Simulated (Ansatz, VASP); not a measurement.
# Ba: VASP beside Ansatz

The input INCAR:

```
SYSTEM = Ba
ALGO = Fast
EDIFF = 1E-6
ENCUT = 520
GGA = PE
ISIF = 2
ISMEAR = -1
LASPH = .TRUE.
LCHARG = .FALSE.
LREAL = .FALSE.
LWAVE = .FALSE.
NBANDS = 11
NELM = 80
PREC = Accurate
SIGMA = 0.05
```

The input KPOINTS:

```
k-points
0
G
  6 6 6
  0 0 0
```

POSCAR

```
Ba
1.0
   -2.5315650000      2.5315650000      2.5065000000
    2.5315650000     -2.5315650000      2.5065000000
    2.5315650000      2.5315650000     -2.5065000000
Ba
1
Direct
    0.0000000000      0.0000000000      0.0000000000
```

Contents of input.yaml:

```yaml
crystal:
  lattice:
    - [-2.531565, 2.531565, 2.5065]
    - [2.531565, -2.531565, 2.5065]
    - [2.531565, 2.531565, -2.5065]
  atoms:
    - { symbol: Ba, position: [0.0, 0.0, 0.0] }
hamiltonian:
  xc: pbe
  pseudopotentials: { kind: paw }
kpoints:
  mp_grid: { grid: [6, 6, 6] }
scf:
  occupations: { method: fermi_dirac, width: 0.05 }
output:
  forces: true
  stress: true
  eigenvalues: true
  write_density: true
  write_potential: true
  elf: true
  volumetric_format: npy
```

Alike in both runs: task single point; functional PBE; k mesh 6 × 6 × 6; occupations fermi-dirac, width 0.05 eV; no spin polarisation.

|  | VASP | Ansatz |
| --- | --- | --- |
| version | VASP 6.6.1 | Ansatz 0.2.0 |
| potentials or method | VASP PAW PBE potentials, release 64 (Ba_sv) | Ansatz PAW |
| plane-wave cutoff (eV) | 520 | 420 |
| valence electrons in the cell | 10 | 10 |

```tsv
	VASP	Ansatz	Ansatz less VASP
gap on the k mesh at the Fermi level (eV)	none	none	-
pressure (GPa)	0.0	0.0	-0.06
```

A gap of «none» marks a metal or a gap that the smearing closes. With one functional, cell and mesh, what is left measures potentials, basis and numerics.

The runs have no spin-orbit coupling, so splittings on Ba are missing.
